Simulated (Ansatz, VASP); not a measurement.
**Cr in VASP and in Ansatz**

Contents of INCAR:

```
  PREC = Accurate
  ENCUT = 520
  EDIFF = 1E-7
  ISMEAR = -1
  SIGMA = 0.1
  LREAL = F
  LASPH = T
  NELM = 60
  ALGO = Normal
  ISIF = 2
  LWAVE = F
  LCHARG = T
  GGA = CA
  LELF = T
  LVHAR = T
  NBANDS = 12
```

KPOINTS

```
regular mesh
0
Gamma
  26 26 26
```

POSCAR

```
Cr
1.0
   -1.4304788467      1.4304788467      1.4304788467
    1.4304788467     -1.4304788467      1.4304788467
    1.4304788467      1.4304788467     -1.4304788467
Cr
1
Direct
    0.0000000000      0.0000000000      0.0000000000
```

Input for Ansatz:

```yaml
crystal:
  lattice:
    - [-1.4304788467, 1.4304788467, 1.4304788467]
    - [1.4304788467, -1.4304788467, 1.4304788467]
    - [1.4304788467, 1.4304788467, -1.4304788467]
  atoms:
    - { symbol: Cr, position: [0.0, 0.0, 0.0] }
hamiltonian:
  xc: lda
  pseudopotentials:
    kind: paw
    azcp:
      Cr: "pseudopotentials/Cr.paw.azcp"
basis:
  ecutwfc: 420
  fft_grid_basis: typed
kpoints:
  mp_grid: { grid: [26, 26, 26], shift: [0, 0, 0] }
magnetization:
  spin_polarized: false
scf:
  occupations: { method: fermi_dirac, width: 0.1 }
output:
  stress: true
```

Alike in both runs: task single point; functional LDA; k mesh 26 × 26 × 26; occupations fermi-dirac, width 0.1 eV; no spin polarisation.

|  | VASP | Ansatz |
| --- | --- | --- |
| version | VASP 6.6.1 | Ansatz 0.2.0 |
| potentials or method | VASP PAW LDA potentials, release 64 (Cr_pv) | plane waves (420 eV) with PAW, scalar-relativistic |
| plane-wave cutoff (eV) | 520 | 420 |
| valence electrons in the cell | 12 | 14 |

|  | VASP | Ansatz | Ansatz less VASP |
| --- | --- | --- | --- |
| pressure (GPa) | -19.6 | -19.6 | +0.02 |

The two sets of potentials don't hold the same shells in valence. Ansatz warned: «pseudo_functional_mismatch».

Caveats: so large a pressure means that the cell lies far from this level's equilibrium, or that cutoff or potentials fall short (VASP); the run has no spin polarisation, though such a crystal can be magnetic. Spin polarisation is off, so any magnetic state and its effect on volume and gap are missing.
